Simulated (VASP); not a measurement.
# Al2O3 (Corundum) (R-3c) in VASP: notebook, part 2 of 2

VASP 6.6.1.

## Step 3: Relaxation of cell and atoms, PBEsol

This run uses another cell than the first one, of 8.50 Å³/atom, 0.993 times its volume.

The input, INCAR:

```
SYSTEM = Al2O3
  PREC = Accurate
  ENCUT = 600
  EDIFF = 1E-7
  ISMEAR = 0
  SIGMA = 0.02
  LREAL = .False.
  LASPH = .True.
  NELM = 100
  ALGO = Fast
  ISIF = 3
  LWAVE = .False.
  LCHARG = .False.
  GGA = PS
  IBRION = 2
  NSW = 100
  EDIFFG = -0.005
```

The input, KPOINTS:

```
Automatic mesh
0
Gamma
  6 6 6
  0 0 0
```

The input, POSCAR:

```
Al2O3
1.0
    2.3802500000      1.3742379782      4.3318666667
   -2.3802500000      1.3742379782      4.3318666667
    0.0000000000     -2.7484759565      4.3318666667
Al O
4 6
Direct
    0.3521600000      0.3521600000      0.3521600000
    0.1478400000      0.1478400000      0.1478400000
    0.6478400000      0.6478400000      0.6478400000
    0.8521600000      0.8521600000      0.8521600000
    0.5566800000      0.9433200000      0.2500000000
    0.2500000000      0.5566800000      0.9433200000
    0.9433200000      0.2500000000      0.5566800000
    0.4433200000      0.0566800000      0.7500000000
    0.7500000000      0.4433200000      0.0566800000
    0.0566800000      0.7500000000      0.4433200000
```

Potentials or basis: VASP PAW PBE potentials, release 64 (Al, O).

Command:

```console
cat potpaw_PBE.64/Al/POTCAR potpaw_PBE.64/O/POTCAR > POTCAR
mpirun -np 1 vasp_std > vasp.out
```

OUTCAR:

```text
SYSTEM = Al2O3
   PREC = Accurate
   ENCUT = 600
   EDIFF = 1E-7
   ISMEAR = 0
   LREAL = .False.
   LASPH = .True.
   NELM = 100
   ISIF = 3
   GGA = PS
   IBRION = 2
   NSW = 100
   EDIFFG = -0.005

 ion  position               nearest neighbor table
   1  0.352  0.352  0.352-   9 1.85  10 1.85   8 1.85   7 1.97   5 1.97   6 1.97   2 2.66   3 2.79
                             3 2.79   3 2.79   2 3.22   2 3.22   2 3.22
   2  0.148  0.148  0.148-  10 1.85   9 1.85   8 1.85   6 1.97   5 1.97   7 1.97   1 2.66   4 2.79
                             4 2.79   4 2.79   1 3.22   1 3.22   1 3.22
   3  0.648  0.648  0.648-   6 1.85   7 1.85   5 1.85  10 1.97   8 1.97   9 1.97   4 2.66   1 2.79
                             1 2.79   1 2.79   4 3.22   4 3.22   4 3.22
   4  0.852  0.852  0.852-   7 1.85   6 1.85   5 1.85   9 1.97   8 1.97  10 1.97   3 2.66   2 2.79
                             2 2.79   2 2.79   3 3.22   3 3.22   3 3.22
   5  0.557  0.943  0.250-   3 1.85   4 1.85   1 1.97   2 1.97
   6  0.250  0.557  0.943-   3 1.85   4 1.85   2 1.97   1 1.97
[... 481 lines left out ...]
  ---------------------------------------------------
  free energy    TOTEN  =       -78.68048144 eV

  energy without entropy =      -78.68048144  energy(sigma->0) =      -78.68048144

 E-fermi :   6.1319     XC(G=0): -11.9100

 val. band max:        5.9577852342   @ k =   0.0000   0.0000   0.0000
 cond. band min:      12.0091143780   @ k =   0.0000   0.0000   0.0000
 fundamental gap:      6.0513291438
 Fermi energy:         6.1318793358

 k-point     1 :       0.0000    0.0000    0.0000
  band No.  band energies     occupation
      1     -13.1994      2.00000
      2     -10.8409      2.00000
      3     -10.5601      2.00000
      4     -10.5601      2.00000
      5     -10.2356      2.00000
      6     -10.2356      2.00000
[... 781 lines left out ...]
     29      16.2995      0.00000
     30      16.9555      0.00000

 [... further k-points ...]
[... 5 lines left out ...]
  --------------------------------------------------------------------------------------
  -------------------------------------------------------------------------------------
  Total        0.0048247      0.0048247     -0.0140498      0.0000000      0.0000000      0.0000000
  in kB        0.0903599      0.0903599     -0.2631360      0.0000000      0.0000000      0.0000000
  external PRESSURE =      -0.0274721 kB  Pullay stress =       0.0000000 kB
[... 25 lines left out ...]
  FREE ENERGIE OF THE ION-ELECTRON SYSTEM (eV)
  ---------------------------------------------------
  free  energy   TOTEN  =       -78.6804814358 eV

  energy  without entropy=      -78.6804814358  energy(sigma->0) =      -78.68048144

 reached required accuracy - stopping structural energy minimisation
```

Run time: 5.2 min. Hardware: 1 thread of AMD EPYC 9R45 (Zen 5), shared host; peak memory 0.27 GiB.

What came out:

- Free energy: -78.6805 eV
- Relaxed volume: 8.55 Å³/atom
- Relaxed cell: a = 5.138 Å, b = 5.138 Å, c = 5.138 Å, α = 55.35°, β = 55.35°, γ = 55.35°
- Space group after relaxing (to 0.05 Å): R-3c (No. 167)
- Energy gained by relaxing: 0.4 meV/atom
- Ionic steps: 7
- Pressure after relaxing: 0.0 GPa
- Largest force after relaxing: 0.003 eV/Å
- Band gap on the k mesh: 6.05 eV, direct

Forces on the atoms (eV/Å):
```
Al   0.000  0.000  0.003
Al   0.000  0.000 -0.003
Al   0.000  0.000 -0.003
Al   0.000  0.000  0.003
O    0.000  0.000  0.000
O    0.000  0.000  0.000
O    0.000  0.000  0.000
O    0.000  0.000  0.000
O    0.000  0.000  0.000
O    0.000  0.000  0.000
```

The path:
```tsv
step	energy change (eV)	largest force (eV/Å)	pressure (GPa)	volume (Å³)
1	0.0000	0.0890	1.50	85.02
2	-0.0019	0.0280	-1.29	86.00
3	-0.0036	0.0356	-0.17	85.60
4	-0.0038	0.0099	0.04	85.53
5	-0.0038	0.0082	0.01	85.54
6	-0.0038	0.0079	0.01	85.54
7	-0.0038	0.0031	0.00	85.55
```

Final structure:
```
Al O
1.0
     2.38634    1.37775    4.33657
    -2.38634    1.37775    4.33657
     0.00000   -2.75551    4.33657
Al O
4 6
Direct
  0.35206 0.35206 0.35206
  0.14794 0.14794 0.14794
  0.64794 0.64794 0.64794
  0.85206 0.85206 0.85206
  0.55582 0.94418 0.25000
  0.25000 0.55582 0.94418
  0.94418 0.25000 0.55582
  0.44418 0.05582 0.75000
  0.75000 0.44418 0.05582
  0.05582 0.75000 0.44418
```

Levels at points of the mesh, in eV from the valence-band top:
```tsv
k point	band 22	band 23	band 24	band 25	band 26	band 27
(0.00, 0.00, 0.00)	-0.04	-0.04	0.00	6.05	8.91	10.61
(0.50, 0.00, 0.00)	-0.91	-0.27	-0.27	9.27	9.27	9.49
(0.50, 0.50, 0.00)	-0.91	-0.74	-0.25	9.41	9.56	9.74
(0.50, 0.50, 0.50)	-0.38	-0.38	-0.38	8.49	8.49	10.91
```

Caveat: the PAW data sets were made with another functional, which shifts forces and pressure a little. A k mesh can miss the band edges.

## Step 4: Single point, PBEsol (cell and atoms relaxed tightly for response)

The input, INCAR:

```
ALGO = Normal ; EDIFF = 1E-6
ENCUT = 520 ; GGA = PS
ISIF = 2 ; ISMEAR = 0
LASPH = T ; LCHARG = F
LREAL = F ; LWAVE = F
NBANDS = 35 ; NELM = 100
PREC = Accurate ; SIGMA = 0.01
```

The input, KPOINTS:

```
k-points
0
Gamma
  6 6 6
```

The input, POSCAR:

```
Al2O3
1.0
    2.3868967403      1.3780754755      4.3382033482
   -2.3868967403      1.3780754755      4.3382033482
    0.0000000000     -2.7561509511      4.3382033482
Al O
4 6
Direct
    0.3520791479      0.3520791479      0.3520791479
    0.1479208521      0.1479208521      0.1479208521
    0.6479208521      0.6479208521      0.6479208521
    0.8520791479      0.8520791479      0.8520791479
    0.5558606231      0.9441393769      0.2500000000
    0.2500000000      0.5558606231      0.9441393769
    0.9441393769      0.2500000000      0.5558606231
    0.4441393769      0.0558606231      0.7500000000
    0.7500000000      0.4441393769      0.0558606231
    0.0558606231      0.7500000000      0.4441393769
```

Command:

```console
cat potpaw_PBE.64/Al/POTCAR potpaw_PBE.64/O/POTCAR > POTCAR
mpirun -np 1 vasp_std > vasp.out
```

Wall time 73 s (1 thread of AMD EPYC 9R45 (Zen 5), shared host); peak memory 0.24 GiB.

It converged, with:

```yaml
Free_energy: -78.6643 eV
Pressure: 0.1 GPa
Largest_force: 0.005 eV/Å
Band_gap_on_the_k_mesh: 6.04 eV, direct
```

Forces on the atoms (eV/Å):
```
Al   0.000  0.000 -0.002
Al   0.000  0.000  0.002
Al   0.000  0.000  0.002
Al   0.000  0.000 -0.002
O   -0.005  0.000  0.000
O    0.002 -0.004  0.000
O    0.002  0.004  0.000
O    0.005  0.000  0.000
O   -0.002  0.004  0.000
O   -0.002 -0.004  0.000
```

Stress tensor (GPa, compression positive):
```
0.10 0.00 0.00
0.00 0.10 0.00
0.00 0.00 0.01
```

Levels at points of the mesh, in eV from the valence-band top:
```csv
k point,band 21,band 22,band 23,band 24,band 25,band 26,band 27,band 28
"(0.00, 0.00, 0.00)",-0.50,-0.04,-0.04,0.00,6.04,8.91,10.59,11.34
"(0.50, 0.00, 0.00)",-0.91,-0.91,-0.27,-0.27,9.26,9.26,9.48,9.48
"(0.50, 0.50, 0.00)",-1.01,-0.91,-0.74,-0.25,9.41,9.55,9.73,10.22
"(0.50, 0.50, 0.50)",-0.38,-0.38,-0.38,-0.38,8.48,8.48,10.90,10.90
```

Caveat: the PAW data sets were made with another functional, which shifts forces and pressure a little.

## Step 5: Overview

```csv
task,cell,cutoff (eV),smearing,gap on the mesh (eV),pressure (GPa)
single point,"R-3c, 8.56 Å³/atom",520,gaussian 0.02 eV,6.04,0.0
relaxation of cell and atoms,relaxed,600,gaussian 0.02 eV,6.05,0.0
single point,cell and atoms relaxed tightly for response,520,gaussian 0.01 eV,6.04,0.1
```

Alike in all rows: level PBEsol; potentials or basis VASP PAW PBE potentials, release 64 (Al, O); no spin polarisation; k mesh 6 × 6 × 6.

Caveats: the PAW data sets were made with another functional, which shifts forces and pressure a little.

Total energies depend on the potentials used, so only differences within one code and one set of settings carry meaning.

## Step 6: Against experiment

Step 2. Measured gap of Al2O3: 8.7 eV (optical; quoted in “Multi-petahertz electron interference in Cr:Al2O3 solid-state material”, 2018, pmc:5906618). This calculation gives 6.04 eV (-2.66 eV). The value is that of PBEsol on a finite k mesh, which can miss the band edges, without temperature or zero-point motion. Semilocal functionals fall short of measured gaps as a rule.
